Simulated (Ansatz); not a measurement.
Runs of Ansatz 0.2.0 on CrCuO2. Symmetry: R-3m, No. 166, trigonal system. Conventional cell: a = 2.973 Å, b = 2.973 Å, c = 17.100 Å, α = 90.00°, β = 90.00°, γ = 120.00°. Cu (site symmetry -3m) has 2 O at 1.85 Å as nearest neighbours. Cr (site symmetry -3m) is surrounded by 6 O at 1.99 Å. O (site symmetry 3m) has 1 Cu at 1.85 Å and 3 Cr at 1.99 Å as nearest neighbours. 

```csv
task,level,cell,points for each segment of the path,gap on the mesh (eV),pressure (GPa),moment (μB),relaxed volume (Å³/atom)
relaxation of cell and atoms,BLYP+D3(BJ),relaxed,-,1.13,0.0,3.00,11.06
relaxation of cell and atoms,revPBE+D4,relaxed,-,1.13,0.0,3.00,10.78
relaxation of cell and atoms,RPBE,relaxed,-,1.09,0.0,3.00,11.57
band structure,LDA,as given,14,(a),(c),3.00,-
relaxation of cell and atoms,RPBE+D3(BJ),relaxed,-,0.93,0.0,3.00,(b)
```

Alike in all rows: potentials or basis Ansatz PAW; spin collinear, ferromagnetic start; k mesh 10 × 10 × 10; cutoff (eV) 420; smearing fermi-dirac 0.05 eV.

Problem. Estimate the missing entries.

Solution. (a) 0.75; (b) 10.26; (c) -10.2.

Caveats: only a ferromagnetic start was run, and an antiferromagnetic order may lie lower in energy; the PAW data sets come from PBE, with cores solved anew for the run's functional, which leaves a small shift of forces and pressure; the plane-wave basis is chosen anew once the cell has moved, so the energies of steps on either side of that aren't comparable (some runs).

A k mesh can miss the band edges.

Runs at the PBE level aren't shown here.
